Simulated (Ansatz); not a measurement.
**Cr: energies, forces and stress near the listed structure**

Aim: see how energy, forces, stress and gap of Cr answer to swapped elements. Nothing is relaxed unless a step says so.

Program: Ansatz 0.2.0. Level of theory: DFT PBE, scalar-relativistic, plane waves, PAW. These are calculated values, not measurements.

**1. Starting point**

It takes space group P6/mmm (No. 191, hexagonal). The conventional cell has a = 4.188 Å, b = 4.188 Å, c = 2.826 Å, α = 90.00°, β = 90.00°, γ = 120.00°. Cr (site symmetry 6/mmm) is surrounded by 14 Cr at 2.80 to 2.83 Å. Around Cr (site symmetry -6m2) lie 3 Cr at 2.42 Å.

Structure file:

```cif
data_structure
_symmetry_space_group_name_H-M 'P 1'
_symmetry_Int_Tables_number 1
_cell_length_a 4.1876
_cell_length_b 4.1876
_cell_length_c 2.8256
_cell_angle_alpha 90.000
_cell_angle_beta 90.000
_cell_angle_gamma 120.000
_cell_volume 42.91
loop_
_atom_site_label
_atom_site_type_symbol
_atom_site_fract_x
_atom_site_fract_y
_atom_site_fract_z
_atom_site_occupancy
Cr1 Cr 0.00000 0.00000 0.00000 1
Cr2 Cr 0.33333 0.66667 0.50000 1
Cr3 Cr 0.66667 0.33333 0.50000 1
```

It was made, by the change told below, from a structure of the Materials Project.

**2. Substitution of an element, cell strained: Ti → Cr, first probe**

The structure above already holds this change against its source: Cr takes all sites of Ti, and lengths are scaled by 0.921 as a first guess of the size; strain xx, yy, zz, yz, xz, xy = -0.5, -0.5, +8.5, +0.0, +0.0, +0.0 %.

The input, input.yaml:

```yaml
crystal:
  lattice:
    - [4.187623362, 0.0, 0.0]
    - [-2.093811681, 3.626588213, 0.0]
    - [0.0, 0.0, 2.8255889699]
  atoms:
    - { symbol: Cr, position: [0.0, 0.0, 0.0], spin: 3.0 }
    - { symbol: Cr, position: [0.33333333, 0.66666667, 0.5], spin: 3.0 }
    - { symbol: Cr, position: [0.66666667, 0.33333333, 0.5], spin: 3.0 }
basis:
  ecutwfc: 420
kpoints:
  mp_grid: { grid: [6, 6, 6] }
hamiltonian:
  xc: pbe
scf:
  occupations: { method: gaussian, width: 0.1 }
  lower_state_search: "off"
output:
  forces: true
  stress: true
  eigenvalues: true
  populations: true
magnetization:
  spin_polarized: true
```

**3. One element swapped, cell strained: Ti → Cr**

The input, input.yaml:

```yaml
crystal:
  lattice:
    - [4.187623362, 0.0, 0.0]
    - [-2.093811681, 3.626588213, 0.0]
    - [0.0, 0.0, 2.8255889699]
  atoms:
    - { symbol: Cr, position: [0.0, 0.0, 0.0], spin: 2.68 }
    - { symbol: Cr, position: [0.33333333, 0.66666667, 0.5] }
    - { symbol: Cr, position: [0.66666667, 0.33333333, 0.5] }
basis:
  ecutwfc: 420
kpoints:
  mp_grid: { grid: [12, 12, 14] }
hamiltonian:
  xc: pbe
scf:
  occupations: { method: gaussian, width: 0.1 }
output:
  forces: true
  stress: true
  eigenvalues: true
  populations: true
magnetization:
  spin_polarized: true
```

**4. Substitution of an element, cell strained: Ti → Cr, first probe**

The input, input.yaml:

```yaml
crystal:
  lattice:
    - [4.217371759, 0.0, 0.0]
    - [-2.1086858795, 3.6523510805, 0.0]
    - [0.0, 0.0, 2.6096659921]
  atoms:
    - { symbol: Cr, position: [0.0, 0.0, 0.0], spin: 3.0 }
    - { symbol: Cr, position: [0.33333333, 0.66666667, 0.5], spin: 3.0 }
    - { symbol: Cr, position: [0.66666667, 0.33333333, 0.5], spin: 3.0 }
basis:
  ecutwfc: 420
kpoints:
  mp_grid: { grid: [6, 6, 8] }
hamiltonian:
  xc: pbe
scf:
  occupations: { method: gaussian, width: 0.1 }
  lower_state_search: "off"
output:
  forces: true
  stress: true
  eigenvalues: true
  populations: true
magnetization:
  spin_polarized: true
```

**5. Substitution of an element, cell strained: Ti → Cr**

The input, input.yaml:

```yaml
crystal:
  lattice:
    - [4.217371759, 0.0, 0.0]
    - [-2.1086858795, 3.6523510805, 0.0]
    - [0.0, 0.0, 2.6096659921]
  atoms:
    - { symbol: Cr, position: [0.0, 0.0, 0.0], spin: 1.12 }
    - { symbol: Cr, position: [0.33333333, 0.66666667, 0.5], spin: 0.66 }
    - { symbol: Cr, position: [0.66666667, 0.33333333, 0.5], spin: 0.66 }
basis:
  ecutwfc: 420
kpoints:
  mp_grid: { grid: [12, 12, 16] }
hamiltonian:
  xc: pbe
scf:
  occupations: { method: gaussian, width: 0.1 }
output:
  forces: true
  stress: true
  eigenvalues: true
  populations: true
magnetization:
  spin_polarized: true
```

**6. Substitution of an element, cell strained: Ti → Fe, first probe**

The input, input.yaml:

```yaml
crystal:
  lattice:
    - [4.0313070708, 0.0, 0.0]
    - [-2.0156535354, 3.4912143338, 0.0]
    - [0.0, 0.0, 2.4945310889]
  atoms:
    - { symbol: Fe, position: [0.0, 0.0, 0.0], spin: 4.0 }
    - { symbol: Fe, position: [0.33333333, 0.66666667, 0.5], spin: 4.0 }
    - { symbol: Fe, position: [0.66666667, 0.33333333, 0.5], spin: 4.0 }
basis:
  ecutwfc: 420
kpoints:
  mp_grid: { grid: [6, 6, 8] }
hamiltonian:
  xc: pbe
scf:
  occupations: { method: gaussian, width: 0.1 }
  lower_state_search: "off"
output:
  forces: true
  stress: true
  eigenvalues: true
  populations: true
magnetization:
  spin_polarized: true
```

**Question.** What will these runs give? Wanted: for each run, case; energy; pressure; largest force.

The runs gave:

```
step                                                case  energy (meV/atom)  pressure (GPa)  largest force (eV/Å)  gap on the mesh (eV)
   3         one element swapped, cell strained: Ti → Cr               +0.0           -20.0                  0.00                  0.00
   5  substitution of an element, cell strained: Ti → Cr            -150.6*           -19.3                  0.00                  0.00
```

Energies are counted from step 3, with the smearing taken to zero; a star marks another k mesh, which can shift energies by itself, so starred rows don't rank against the others. A gap of 0.00 means none on the mesh at this level.

In words: 
